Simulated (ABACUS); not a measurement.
Crystal: V.

```
V
1.0
    -1.51435    1.51435    1.51435
     1.51435   -1.51435    1.51435
     1.51435    1.51435   -1.51435
V
1
Direct
  0.00000 0.00000 0.00000
```

```yaml
Program: ABACUS 3.10.1
Task: relaxation of cell and atoms
Functional: PW91
Potentials_or_basis: SG15 ONCV 1.2 PBE
Cutoff: 1143 eV
Density_cutoff: 4572 eV
Basis: plane waves
k_mesh: 10 × 10 × 10
Occupations: fermi-dirac, width 0.05 eV
Spin: collinear spin, ferromagnetic start
Starting_moments: "[2.0] μB"
```

At the start: pressure -5.1 GPa; volume 13.89 Å³/atom.

Q: Where does the relaxation end?

A: Over 4 steps the energy falls by 6.4 meV/atom and the volume is 13.50 Å³/atom (-2.8 %); space group Im-3m (No. 229, to 0.05 Å); moment 0.00 μB per cell.

The path:
```
step  energy change (eV)  largest force (eV/Å)  pressure (GPa)  volume (Å³)
   1              0.0000                0.0000           -5.12        13.89
   2              0.0055                0.0000            7.70        12.99
   3             -0.0064                0.0000           -0.05        13.50
   4             -0.0064                0.0000            0.01        13.50
```

Final structure:
```xyz
1
Lattice="-1.4999 1.4999 1.4999 1.4999 -1.4999 1.4999 1.4999 1.4999 -1.4999" Properties=species:S:1:pos:R:3 pbc="T T T"
V     0.0000    0.0000    0.0000
```

Caveat: the potentials were made for another functional, which shifts forces and pressure.
